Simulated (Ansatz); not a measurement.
**Li: what a guessed cell relaxes into**

Where does this trial cell of Li go when cell and atoms are let free?

Method: DFT PBE, scalar-relativistic, plane waves, PAW, in Ansatz 0.2.0.

## Step 1: Starting point

It takes space group P4/mmm (No. 123, tetragonal). The conventional cell has a = 2.517 Å, b = 2.517 Å, c = 3.247 Å, α = 90.00°, β = 90.00°, γ = 90.00°. Around Li (site symmetry 4/mmm) lie 4 Li at 2.52 Å.

Structure file:

```cif
data_structure
_symmetry_space_group_name_H-M 'P4/mmm'
_symmetry_Int_Tables_number 123
_cell_length_a 2.5173
_cell_length_b 2.5173
_cell_length_c 3.2470
_cell_angle_alpha 90.000
_cell_angle_beta 90.000
_cell_angle_gamma 90.000
_cell_volume 20.58
loop_
_atom_site_label
_atom_site_type_symbol
_atom_site_symmetry_multiplicity
_atom_site_Wyckoff_symbol
_atom_site_fract_x
_atom_site_fract_y
_atom_site_fract_z
_atom_site_occupancy
Li1 Li 1 c 0.50000 0.50000 0.00000 1
```

Recipe of the guess: random cell by space group and Wyckoff sites (Pmmm, No. 47). Lengths come from tabulated atomic sizes and are only a guess.

## Step 2: The guess as it stands, on a coarse mesh

input.yaml

```yaml
crystal:
  lattice:
    - [2.51635994, 0.0, 0.0]
    - [0.0, 2.51817893, 0.0]
    - [0.0, 0.0, 3.24704491]
  atoms:
    - { symbol: Li, position: [0.5, 0.5, 0.0] }
basis:
  ecutwfc: 420
kpoints:
  mp_grid: { grid: [6, 6, 6] }
hamiltonian:
  xc: pbe
scf:
  occupations: { method: gaussian, width: 0.1 }
  lower_state_search: "off"
output:
  forces: true
  stress: true
  eigenvalues: true
```

On the command line:

```bash
$ ansatz run input.yaml --threads 1 --pin off --max-ram 2048MiB --backend cpu --events-out ev --progress --plain --runs-dir out
```

Further runs follow: rough relaxation on the coarse mesh; relaxation on the finer mesh.

Q: Predict the outcome of this session. Wanted: conventional cell; volume; energy over the standard state; gap on the mesh.

**Answer**, as computed:

| quantity | value |
| --- | --- |
| symmetry at the end (tolerance 0.05 Å) | space group Pm-3m (No. 221) |
| conventional cell | a = 2.732 Å, b = 2.732 Å, c = 2.732 Å, α = 90.00°, β = 90.00°, γ = 90.00° |
| volume | 20.40 Å³/atom |
| energy over the standard state | +0.12 eV/atom |
| gap on the mesh | none (metal) |

**Reading.** The symmetry goes from space group P4/mmm (No. 123) to space group Pm-3m (No. 221), and the volume per atom shrinks by 0.9 % from the first guess. It lies above the element's standard state, so it is metastable at best. No finished test with a distortion of lower symmetry is shown, so the end may be a saddle point.
